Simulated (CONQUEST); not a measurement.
# PbS (Galena) under changes of volume

One of the cells (26.086 Å³/atom); the others are scaled copies at fixed shape and fractional positions:

```xyz
4
Lattice="4.1942 0.0000 0.0000 0.0000 4.1942 0.0000 0.0000 0.0000 5.9315" Properties=species:S:1:pos:R:3 pbc="T T T"
Pb    0.0000    0.0000    0.0000
Pb    2.0971    2.0971    2.9657
S     0.0000    0.0000    2.9657
S     2.0971    2.0971    0.0000
```

```yaml
Program: CONQUEST 1.3
Functional: PBEsol
Potentials_or_basis: PseudoDojo NC PBEsol, DZP, grid of 40 × 40 × 60 points
k_mesh: 6 × 6 × 5
Occupations: fermi-dirac, width 0.05 eV
Spin: no spin polarisation
```

```tsv
volume (Å³/atom)	energy over the lowest point (meV/atom)	pressure (GPa)
24.521	16.53	3.9
25.042	6.36	2.3
25.564	?	?
26.086	0.00	-0.3
26.607	2.80	-1.4
27.129	9.20	-2.5
27.651	18.76	-3.3
```

What does the run at 25.564 Å³/atom give?

Energy over the lowest point 1.10 meV/atom; pressure 1.0 GPa.

Worked out: A Birch-Murnaghan fit of order 3 (a polynomial in V^(-2/3)) to the other rows has its minimum at 25.96 Å³/atom with B0 = V·E''(V) = 61 GPa and B' = 4.1. It gives 1.01 meV/atom at 25.564 Å³/atom, against the run's 1.10, and -dE/dV = 1.0 GPa, against 1.0.

Energies are extrapolated to zero smearing.

Caveats: the basis of atomic orbitals isn't converged, which shifts pressures, moduli and gaps; the real-space grid breaks the cell's symmetry a little (some runs).
